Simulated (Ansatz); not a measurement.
# ZnS: how the settings move a single-point run

Question: which choices in the input matter for ZnS? The cell is built on a prototype (rocksalt) and needn't be the phase found in nature.

Program: Ansatz 0.2.0. Level of theory: reference: DFT, HSE06, plane waves, PAW. These are calculated values, not measurements.

### 1 The starting structure

It takes space group Fm-3m (No. 225, cubic). Conventional cell: a = 5.062 Å, b = 5.062 Å, c = 5.062 Å, α = 90.00°, β = 90.00°, γ = 90.00°. Zn (site symmetry m-3m) is surrounded by 6 S at 2.53 Å. S (site symmetry m-3m) is surrounded by 6 Zn at 2.53 Å.

Coordinates:

```
CELL_PARAMETERS angstrom
0.00000 2.53102 2.53102
2.53102 0.00000 2.53102
2.53102 2.53102 0.00000
ATOMIC_POSITIONS crystal
Zn 0.00000 0.00000 0.00000
S 0.50000 0.50000 0.50000
```

### 2 The reference run

File input.yaml:

```yaml
crystal:
  lattice:
    - [0.0, 2.5310225584, 2.5310225584]
    - [2.5310225584, 0.0, 2.5310225584]
    - [2.5310225584, 2.5310225584, 0.0]
  atoms:
    - { symbol: Zn, position: [0.0, 0.0, 0.0] }
    - { symbol: S, position: [0.5, 0.5, 0.5] }
kpoints:
  mp_grid: { grid: [4, 4, 4] }
hamiltonian:
  xc: hse06
scf:
  occupations: { method: fermi_dirac, width: 0.02 }
  n_extra_bands: 4
output:
  forces: true
  stress: true
  eigenvalues: true
```

The run is started by

```console
$ ansatz run input.yaml --threads 4 --pin off --max-ram 3686MiB --backend cpu --events-out ev --progress --plain --runs-dir out
```

### 3 Changed: exchange pbe, correlation pbe, coeff 0.75, omega 0.1

Changes to input.yaml since step 2:

```diff
@@ -11,3 +11,3 @@
 hamiltonian:
-  xc: hse06
+  xc: { exchange: pbe, correlation: pbe, exx: { coeff: 0.75, omega: 0.1 } }
 scf:
```

### 4 Variant: xc pbe0

Changes to input.yaml since step 2:

```diff
@@ -11,3 +11,3 @@
 hamiltonian:
-  xc: hse06
+  xc: pbe0
 scf:
```

### 5 Changing settings: ecutfock_ratio 2

Changes to input.yaml since step 2:

```diff
@@ -15,2 +15,3 @@
   n_extra_bands: 4
+  exx: { ecutfock_ratio: 2 }
 output:
```

### 6 Changed: occupations.method gaussian, occupations.width 0.05

Changes to input.yaml since step 2:

```diff
@@ -13,3 +13,3 @@
 scf:
-  occupations: { method: fermi_dirac, width: 0.02 }
+  occupations: { method: gaussian, width: 0.05 }
   n_extra_bands: 4
```

What does the calculation give? Wanted: for each run, ending; energy change; pressure; gap; force.

**Answer**, as computed:

| run | ending | energy change | pressure (GPa) | gap (eV) | force (eV/Å) | cycles | time |
| --- | --- | --- | --- | --- | --- | --- | --- |
| reference | converged | 0 | 1.7 | 0.87 | 0.00 | 20 | 2.9 s |
| 1: exchange pbe, correlation pbe, coeff 0.75, omega 0.1 | converged | not comparable | -0.8 | 4.52 | 0.00 | 29 | 4.2 s |
| 2: xc pbe0 | converged | not comparable | 1.5 | 1.56 | 0.00 | 24 | 3.3 s |
| 3: ecutfock_ratio 2 | converged | - | 1.7 | 0.87 | 0.00 | 23 | 2.9 s |
| 4: occupations.method gaussian, occupations.width 0.05 | converged | 0.0 meV/atom (σ→0) | 1.7 | 0.87 | 0.00 | - | 3.6 s |

Residual by cycle in the longest SCF loop of each run; runs are numbered as in the table. The quantity is the density residual dr2, in eV.

| cycle | reference | run 1 | run 2 | run 3 | run 4 |
| --- | --- | --- | --- | --- | --- |
| 1 | 0.107 | 0.511 | 4.1e-4 | 3.0e-6 | 0.107 |
| 2 | 0.00771 | 0.107 | 1.9e-4 | 4.0e-7 | 0.00771 |
| 3 | 0.00659 | 0.0973 | 2.3e-5 | 4.0e-7 | 0.0066 |
| 4 | 0.00406 | 7.2e-5 | 5.5e-6 | 3.6e-7 | 0.00406 |
| 5 | 0.00157 | 1.6e-5 | 3.2e-8 | 3.4e-7 | 0.00157 |
| 6 | 8.3e-5 | 7.7e-7 | 8.8e-10 | 3.3e-7 | 8.3e-5 |
| 7 | 4.5e-5 | 1.6e-7 | 3.7e-10 | 1.3e-7 | 4.5e-5 |
| 8 | 1.5e-5 | 5.0e-8 | - | 4.7e-9 | 1.5e-5 |
| 9 | - | - | - | 2.7e-9 | - |

«occupations.method gaussian, occupations.width 0.05» leaves the energy as it was.
